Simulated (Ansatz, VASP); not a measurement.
# One calculation of GaAs, two programs

File INCAR:

```
SYSTEM = GaAs
PREC     = Accurate       ! precision mode
ENCUT    = 520            ! plane-wave cutoff, eV
EDIFF    = 1E-8           ! SCF threshold, eV
ISMEAR   = -1             ! smearing method
SIGMA    = 0.05           ! smearing width, eV
LREAL    = .FALSE.        ! projectors in reciprocal space
LASPH    = .TRUE.         ! aspherical terms in the spheres
NELM     = 60             ! most SCF steps
ALGO     = Normal         ! electronic algorithm
ISIF     = 2              ! what is computed and relaxed
LWAVE    = .FALSE.        ! write WAVECAR
LCHARG   = .FALSE.        ! write CHGCAR
GGA      = PE             ! functional
LEFG     = .TRUE.       
NBANDS   = 16             ! bands
```

File KPOINTS:

```
regular mesh
0
G
  9 9 9
  0 0 0
```

POSCAR

```
GaAs
1.0
    0.0000000000      2.6958900000      2.6958900000
    2.6958900000      0.0000000000      2.6958900000
    2.6958900000      2.6958900000      0.0000000000
Ga As
1 1
Direct
    0.0000000000      0.0000000000      0.0000000000
    0.5000000000      0.5000000000      0.5000000000
```

The input input.yaml:

```yaml
crystal:
  lattice:
    - [0.0, 2.69589, 2.69589]
    - [2.69589, 0.0, 2.69589]
    - [2.69589, 2.69589, 0.0]
  atoms:
    - { symbol: Ga, position: [0.0, 0.0, 0.0] }
    - { symbol: As, position: [0.5, 0.5, 0.5] }
kpoints:
  mp_grid: { grid: [9, 9, 9] }
scf:
  occupations: { method: fermi_dirac, width: 0.05 }
hamiltonian:
  xc: pbe
  pseudopotentials: { kind: all_electron, datasets: crystal }
output:
  forces: true
  stress: true
  eigenvalues: true
  efg: {}
```

The cell was built by a generator and needn't be a form met in nature.

Alike in both runs: task electric field gradients; functional PBE; k mesh 9 × 9 × 9; occupations fermi-dirac, width 0.05 eV; no spin polarisation.

|  | VASP | Ansatz |
| --- | --- | --- |
| version | VASP 6.6.1 | Ansatz 0.2.0 |
| potentials or method | VASP PAW PBE potentials, release 64 (Ga_d, As) | all-electron PAW datasets made for the crystal |
| plane-wave cutoff (eV) | 520 | see its input |

```csv
,VASP,Ansatz,Ansatz less VASP
gap on the k mesh at the Fermi level (eV),none,none,-
pressure (GPa),0.2,0.0,-0.18
Vzz of the field gradient on the site that differs most (V/Å²),0.0,0.0,0.00
```

A gap of «none» marks a metal or a gap that the smearing closes. Ansatz ran all-electron here, so the differences hold the error of VASP's frozen core and of both bases.
